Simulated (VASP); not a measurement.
**TaN: relaxation of cell and atoms with RPBE+D3(BJ)**

TaN:

```
CELL_PARAMETERS angstrom
2.92177 0.00000 0.00000
-1.46088 2.53033 0.00000
0.00000 0.00000 5.91652
ATOMIC_POSITIONS crystal
Ta 0.00000 0.00000 0.50000
Ta 0.00000 0.00000 0.00000
N 0.33333 0.66667 0.25000
N 0.66667 0.33333 0.75000
```

The cell comes from a database or a generator and needn't be the stable form of this composition.

* Program: VASP 6.6.1
* Task: relaxation of cell and atoms
* Functional: RPBE
* Dispersion: D3(BJ)
* Potentials or basis: VASP PAW PBE potentials, release 64 (Ta_pv, N)
* Cutoff: 600 eV
* k mesh: 7 × 7 × 4
* Occupations: fermi-dirac, width 0.05 eV
* Spin: no spin polarisation
* Further INCAR settings: ALGO = Normal; EDIFF = 1e-06; IBRION = 2; EDIFFG = -0.01; NSW = 40; ISIF = 3

The relaxed volume is 9.78 Å³/atom. The relaxed cell is a = 2.807 Å, b = 2.807 Å, c = 5.734 Å, α = 90.00°, β = 90.00°, γ = 120.00°, the space group after relaxing (to 0.05 Å) is P6_3/mmc (No. 194) and the energy gained by relaxing is 148.1 meV/atom. The ionic steps are 7 and the pressure after relaxing is 0.0 GPa. The band gap on the k mesh is none (metal or under the smearing width). The dispersion energy per atom is -3.044 eV.

The path:
```csv
step,energy change (eV),largest force (eV/Å),pressure (GPa),volume (Å³)
1,0.0000,0.0000,-37.33,43.74
2,4.5725,0.0000,219.39,29.51
3,-0.5811,0.0000,-4.89,39.63
4,-0.5877,0.0000,-1.47,39.30
5,-0.5883,0.0000,0.00,39.16
6,-0.5879,0.0000,-0.03,39.11
7,-0.5924,0.0000,-0.03,39.14
```

Final structure:
```xyz
4
Lattice="2.8073 0.0000 0.0000 -1.4037 2.4312 0.0000 0.0000 0.0000 5.7341" Properties=species:S:1:pos:R:3 pbc="T T T"
Ta    0.0000    0.0000    2.8671
Ta    0.0000    0.0000    0.0000
N     0.0000    1.6208    1.4335
N     1.4037    0.8104    4.3006
```

Levels at points of the mesh, in eV from the Fermi level:
```tsv
k point	band 14	band 15	band 16	band 17	band 18	band 19
(0.00, 0.00, 0.00)	-1.99	-1.99	-0.18	-0.18	0.77	0.77
(0.00, 0.00, 0.50)	-4.09	-0.70	-0.70	1.24	1.24	1.24
```

It took 110 s on 1 thread of Intel(R) Xeon(R) Platinum 8375C CPU @ 2.90GHz (Ice Lake) (shared host), peak memory 0.2 GiB.

Caveat: the PAW data sets were made with another functional, which shifts forces and pressure a little; pairwise dispersion overbinds metals, which lowers pressure and volume. The run has no spin-orbit coupling, so splittings on Ta are missing.
